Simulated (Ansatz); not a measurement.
Born–Oppenheimer molecular dynamics of a periodic cell of 12 atoms, CaF₂ (start crystal CaF2, start structure Fm-3m, volume 1.05 times the crystal's). It starts from a structure without forces on its atoms.

The calculation used Ansatz, DFT PBE-D3(BJ), scalar-relativistic, plane waves, PAW. Settings: accuracy low, PAW set soft_1, cutoff 420 eV, k mesh 3x3x3, fermi-dirac smearing 0.3 eV, no spin polarisation.

- ensemble: NVT, Langevin thermostat
- time step: 1.5 fs
- steps asked: 230
- set temperature: 3500 K
- friction: 0.01 /fs
- seed: 122293

First frame:

```xyz
12
Lattice="5.5525 0.0000 0.0000 0.0000 5.5525 0.0000 0.0000 0.0000 5.5525" Properties=species:S:1:pos:R:3
Ca 0.000 0.000 0.000
F 1.388 1.388 1.388
F 4.164 4.164 4.164
Ca 2.776 2.776 0.000
F 4.164 4.164 1.388
F 1.388 1.388 4.164
Ca 2.776 0.000 2.776
F 4.164 1.388 4.164
F 1.388 4.164 1.388
Ca 0.000 2.776 2.776
F 1.388 4.164 4.164
F 4.164 1.388 1.388
```

Problem. What does the run give?

Solution. The run went to its last step.

```
steps done                                               : 230
time covered                                             : 345 fs
mean temperature over the second half                    : 3659 K
spread of the potential energy over the second half      : 77.7 meV per atom
mean potential energy of the second half above the start : 467.8 meV per atom
```

A run of 0.34 ps of so small a system gives no equilibrium averages. Limits of this set-up: low accuracy level.

Problem. What happens to the structure?

Solution. Mean squared displacements from the first frame to the last, about the centre of mass: Ca 0.45 Å², F 3.22 Å². This is one draw of velocities; another would differ in detail.

Problem. How do temperature and energy run in time?

Solution. 
```json
{"time (fs)": "0", "T (K)": "3208", "potential energy less start (eV)": "0.000"}
{"time (fs)": "28.5", "T (K)": "2207", "potential energy less start (eV)": "1.981"}
{"time (fs)": "57", "T (K)": "1620", "potential energy less start (eV)": "3.570"}
{"time (fs)": "85.5", "T (K)": "2420", "potential energy less start (eV)": "3.824"}
{"time (fs)": "114", "T (K)": "3579", "potential energy less start (eV)": "3.909"}
{"time (fs)": "142.5", "T (K)": "3646", "potential energy less start (eV)": "5.951"}
{"time (fs)": "171", "T (K)": "5299", "potential energy less start (eV)": "5.357"}
{"time (fs)": "199.5", "T (K)": "3297", "potential energy less start (eV)": "4.760"}
{"time (fs)": "228", "T (K)": "2556", "potential energy less start (eV)": "6.382"}
{"time (fs)": "256.5", "T (K)": "3484", "potential energy less start (eV)": "5.753"}
{"time (fs)": "285", "T (K)": "2881", "potential energy less start (eV)": "6.190"}
{"time (fs)": "313.5", "T (K)": "5839", "potential energy less start (eV)": "3.997"}
{"time (fs)": "342", "T (K)": "2619", "potential energy less start (eV)": "6.276"}
```

Time of the run: 19 min on 2 threads of Intel(R) Xeon(R) Platinum 8259CL CPU @ 2.50GHz (Skylake/Cascade Lake), on a shared host, peak memory 0.65 GiB.
